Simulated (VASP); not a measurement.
W:

```
W
1.0
     0.00000    2.03000    2.03000
     2.03000    0.00000    2.03000
     2.03000    2.03000    0.00000
W
1
Cartesian
  0.0000 0.0000 0.0000
```

This isn't the form of W at room conditions, which is bcc.

```yaml
Program: VASP 6.6.1
Task: relaxation of cell and atoms
Functional: r2SCAN
Potentials_or_basis: VASP PAW PBE potentials, release 64 (W_sv)
Cutoff: 600 eV
k_mesh: 11 × 11 × 11
Occupations: fermi-dirac, width 0.05 eV
Spin: no spin polarisation
```

At the start: pressure -8.4 GPa; volume 16.73 Å³/atom.

Problem. Where does the relaxation end?

Solution. Over 7 steps the energy falls by 13.1 meV/atom and the volume is 16.24 Å³/atom (-2.9 %); space group Fm-3m (No. 225, to 0.05 Å).

Step by step:
```csv
step,energy change (eV),largest force (eV/Å),pressure (GPa),volume (Å³)
1,0.0000,0.0000,-8.35,16.73
2,0.1533,0.0000,37.95,14.71
3,-0.0131,0.0000,-0.43,16.27
4,-0.0131,0.0000,-0.06,16.25
5,-0.0131,0.0000,0.12,16.24
6,-0.0131,0.0000,-0.33,16.26
7,-0.0131,0.0000,0.00,16.24
```

Final structure:
```
W
1.0
     0.00000    2.01008    2.01008
     2.01008    0.00000    2.01008
     2.01008    2.01008    0.00000
W
1
Direct
  0.00000 0.00000 0.00000
```

Caveat: the PAW data sets were made with another functional, which shifts forces and pressure a little.
